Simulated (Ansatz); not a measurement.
## Be across functionals

```
Be
1.0
    -1.25312    1.25312    1.25312
     1.25312   -1.25312    1.25312
     1.25312    1.25312   -1.25312
Be
1
Cartesian
  0.0000 0.0000 0.0000
```

The cell is the one relaxed in the Materials Project (mp-20), not relaxed further here; entries there can be hypothetical.

One fixed cell is solved with several functionals by frozen-core PAW in Ansatz 0.2.0, scalar-relativistically. A positive pressure means that the functional wants a larger cell.

The PAW files were made with PBE; their cores are remade for each functional.

Numerical set-up: a Γ-centred 23×23×23 k mesh, Fermi–Dirac smearing of 0.03 eV, cutoff 420 eV, no spin polarisation.

Cutoffs: PBE 420 eV, LDA 420 eV, PBEsol 420 eV, r²SCAN 500 eV.

```csv
setting,P (GPa),"lowest level at Γ above −25 eV, from the valence-band top or, without a gap, the Fermi level (eV)"
PBE,-0.87,-12.28
LDA,-6.56,-12.12
PBEsol,-1.97,-12.25
r²SCAN,-0.88,-13.21
```
